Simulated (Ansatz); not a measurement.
**Ba under changes of volume**

One of the cells (62.989 Å³/atom); the others are scaled copies at fixed shape and fractional positions:

```
Ba
1.0
    -2.50650    2.50650    2.50650
     2.50650   -2.50650    2.50650
     2.50650    2.50650   -2.50650
Ba
1
Direct
  0.00000 0.00000 0.00000
```

| Property | Result |
| --- | --- |
| Program | Ansatz 0.2.0 |
| Functional | PBE |
| Potentials or basis | JTH PAW |
| Cutoff | 660 eV (not typed: the program's choice for these potentials) |
| k mesh | 8 × 8 × 8 |
| Occupations | fermi-dirac, width 0.05 eV |
| Spin | no spin polarisation |

```tsv
volume (Å³/atom)	energy over the lowest point (meV/atom)	pressure (GPa)
59.209	7.47	0.7
60.469	3.29	0.4
61.729	0.84	0.2
62.989	0.00	0.0
64.249	0.63	-0.1
65.508	?	?
66.768	5.83	-0.5
```

Question: What does the run at 65.508 Å³/atom give?

Answer: Energy over the lowest point 2.61 meV/atom; pressure -0.3 GPa.

Worked out: A Birch-Murnaghan fit of order 3 (a polynomial in V^(-2/3)) to the other rows has its minimum at 63.06 Å³/atom with B0 = V·E''(V) = 9.3 GPa and B' = 3.2. It gives 2.61 meV/atom at 65.508 Å³/atom, against the run's 2.61, and -dE/dV = -0.3 GPa, against -0.3.

Energies are extrapolated to zero smearing.

Caveats: this barium file gives pressures and gaps apart from those of other sets.
